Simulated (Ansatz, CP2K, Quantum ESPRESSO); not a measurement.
## Equation of state of CeO2 under LDA

```cif
data_structure
_symmetry_space_group_name_H-M 'Fm-3m'
_symmetry_Int_Tables_number 225
_cell_length_a 5.4073
_cell_length_b 5.4073
_cell_length_c 5.4073
_cell_angle_alpha 90.000
_cell_angle_beta 90.000
_cell_angle_gamma 90.000
_cell_volume 158.10
loop_
_atom_site_label
_atom_site_type_symbol
_atom_site_symmetry_multiplicity
_atom_site_Wyckoff_symbol
_atom_site_fract_x
_atom_site_fract_y
_atom_site_fract_z
_atom_site_occupancy
Ce1 Ce 4 a 0.00000 0.00000 0.00000 1
O1 O 8 c 0.25000 0.25000 0.25000 1
```

The cell was scaled at fixed shape and fractions and run with CP2K, GTH_POTENTIALS Ce GTH-PADE-q12, O GTH-PADE-q6; DZVP-MOLOPT-SR-GTH, DZVP-MOLOPT-PBE-GTH basis; LDA, k mesh 9 × 9 × 9 on the cell of 3 atoms, fermi-dirac occupations of 0.0259 eV, collinear spin, ferromagnetic start, no spin-orbit coupling. Energies are those that the program minimises, any entropy of the smearing included. The magnetic state is the one that the start led to, which needn't be the lowest. Plain semilocal runs treat an open f shell poorly.

```tsv
V (Å³/atom)	energy over the lowest row (meV/atom)
12.3848	15.26
12.6483	?
12.9118	0.00
13.1753	3.25
13.4388	12.75
13.7023	27.84
13.9658	47.92
```

Problem. Fit the third-order Birch-Murnaghan form, give V0, B0 and B′, and predict the energy left open.

Solution. With y = (V0/V)^(2/3), E = E0 + (9 V0 B0/16) [(y - 1)³ B′ + (y - 1)² (6 - 4y)]. Least squares through the rows shown give V0 = 12.9158 Å³/atom, E0 = 0.00 meV, B0 = 207.5 GPa (1 eV/Å³ = 160.218 GPa) and B′ = 4.47, with a largest miss of 0.01 meV. At V = 12.6483 the form with these constants gives 3.73 meV; the run gave 3.73 meV an atom. Other set-ups at this level, from all their volumes (Å³/atom, GPa): Ansatz, all-electron LAPW, scalar-relativistic: V0 12.828, B0 206.4; Quantum ESPRESSO, SSSP 1.3 efficiency PBE (made for PBE): V0 12.895, B0 205.2.
